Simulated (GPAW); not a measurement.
The system is MgSi.

```xyz
2
Lattice="2.9084 0.0000 0.0000 0.0000 2.9084 0.0000 0.0000 0.0000 4.1034" Properties=species:S:1:pos:R:3 pbc="T T T"
Si    1.4542    1.4542    2.0517
Mg    0.0000    0.0000    0.0000
```

The cell comes from a database or a generator and needn't be the stable form of this composition.

Base run:

* Program: GPAW 26.7.0
* Functional: LDA
* Potentials or basis: the program's PAW data sets (release 1.2.1) made for this functional, other valence
* Cutoff: 600 eV
* Basis: pw
* k mesh: 7 × 7 × 5
* Occupations: fermi-dirac, width 0.05 eV
* Spin: no spin polarisation

Its results: band gap on the k mesh none (metal or under the smearing width); pressure -2.9 GPa.

Question: The run is repeated on the same cell with these changes: functional from LDA to r2SCAN; potentials or basis from the program's PAW data sets (release 1.2.1) made for this functional, other valence to GPAW PAW data sets (gpaw-data 1.2.1); valence electrons from 6 to 14. What comes out?

Answer: Band gap on the k mesh none (metal or under the smearing width); pressure -1.9 GPa.

Caveats: the cutoff is short for stress and forces, so pressures can be off by a GPa or more; the PAW data sets were made with another functional, which shifts forces and pressure a little (some runs).
